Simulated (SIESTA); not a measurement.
The system is H.

```
CELL_PARAMETERS angstrom
2.64964 0.00000 0.00000
0.00000 2.64964 0.00000
0.00000 0.00000 0.98049
ATOMIC_POSITIONS crystal
H 0.00000 0.00000 0.50000
```

| Item | Value |
| --- | --- |
| Program | SIESTA 5.4.2 |
| Task | single point |
| Functional | PBE |
| Potentials or basis | PseudoDojo 0.4 standard (PBE files) |
| Basis | DZP (energy shift 0.002 Ry) |
| Grid cutoff | 500 Ry |
| Energy shift | 0.002 Ry |
| k mesh | 10 × 10 × 26 |
| Occupations | fermi-dirac, width 0.05 eV |
| Spin | no spin polarisation |

On this cell: pressure 3.8 GPa; band gap on the k mesh none (metal or under the smearing width).

The same run follows on a disturbed copy (cell strained at random at fixed volume):

```
H
1.0
     2.64639    0.01641    0.00863
     0.01641    2.67470    0.02215
     0.00319    0.00820    0.97261
H
1
Cartesian
  0.0174 0.0277 0.4643
```

**Question.** What does the disturbed cell give?

**Answer.** The energy (extrapolated to zero smearing) moves by +1.9 meV/atom; pressure 4.6 GPa; band gap on the k mesh none (metal or under the smearing width).

Stress tensor (GPa, compression positive):
```
 2.45 -0.06  0.02
-0.06  2.17  0.06
 0.02  0.06  9.22
```

Caveats: the basis of atomic orbitals isn't converged, which shifts pressures, moduli and gaps.
